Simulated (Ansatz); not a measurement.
# Ti in Ansatz: the effect of functional

The system is Ti.

```
Ti
1.0
     0.00000    2.04344    2.04344
     2.04344    0.00000    2.04344
     2.04344    2.04344    0.00000
Ti
1
Direct
  0.00000 0.00000 0.00000
```

This isn't the form of Ti at room conditions, which is hcp.

The cell isn't the ideal one: volume scaled by 1.02.

Alike in all runs:

| Item | Value |
| --- | --- |
| Program | Ansatz 0.2.0 |
| Task | single point |
| Potentials or basis | Ansatz PAW |
| k mesh | 11 × 11 × 11 |
| Occupations | fermi-dirac, width 0.05 eV |
| Spin | no spin polarisation |

```tsv
functional	cutoff	pressure (GPa)
LDA	420 eV (not typed: the program's choice for these potentials)	?
PBEsol	420 eV (not typed: the program's choice for these potentials)	-2.7
r2SCAN	500 eV (not typed: the program's choice for these potentials)	1.9
```

Q: What does the run with functional LDA give?

A: Pressure -7.1 GPa.

Caveats: the PAW data sets come from PBE, with cores solved anew for the run's functional, which leaves a small shift of forces and pressure.
